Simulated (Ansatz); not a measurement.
Runs of Ansatz 0.2.0 on CuI (Marshite). The structure is cubic, space group F-43m (No. 216). The conventional cell has a = 6.063 Å, b = 6.063 Å, c = 6.063 Å, α = 90.00°, β = 90.00°, γ = 90.00°. I (site symmetry -43m) is surrounded by 4 Cu at 2.63 Å. Cu (site symmetry -43m) has 4 I at 2.63 Å as nearest neighbours. 

```tsv
task	level	cell	cutoff (eV)	smearing	gap on the mesh (eV)	pressure (GPa)	relaxed volume (Å³/atom)
relaxation of cell and atoms	BLYP+D4	relaxed	-	fermi-dirac 0.05 eV	1.23	0.0	(a)
single point	PBE	as given	283	gaussian 0.022 eV	1.12	0.3	-
single point	PBE	as given	283	gaussian 0.027 eV	1.12	0.3	-
band structure	PBEsol	as given	283	fermi-dirac 0.05 eV	(c)	-2.6	-
relaxation of cell and atoms	LDA	relaxed	-	fermi-dirac 0.05 eV	1.22	0.0	25.19
relaxation of cell and atoms	PBEsol+D3(BJ)	relaxed	-	fermi-dirac 0.05 eV	(b)	0.0	25.16
```

Alike in all rows: potentials or basis all-electron LAPW, scalar-relativistic; no spin polarisation; k mesh 8 × 8 × 8; basis error allowed 0.001 eV/atom.

Problem. Estimate the missing entries.

Solution. (a) 27.21; (b) 1.29; (c) 1.01.

Caveats: spin-orbit coupling is left out, which moves the levels of the heavy elements.

A k mesh can miss the band edges, and the runs leave out spin-orbit coupling on I.
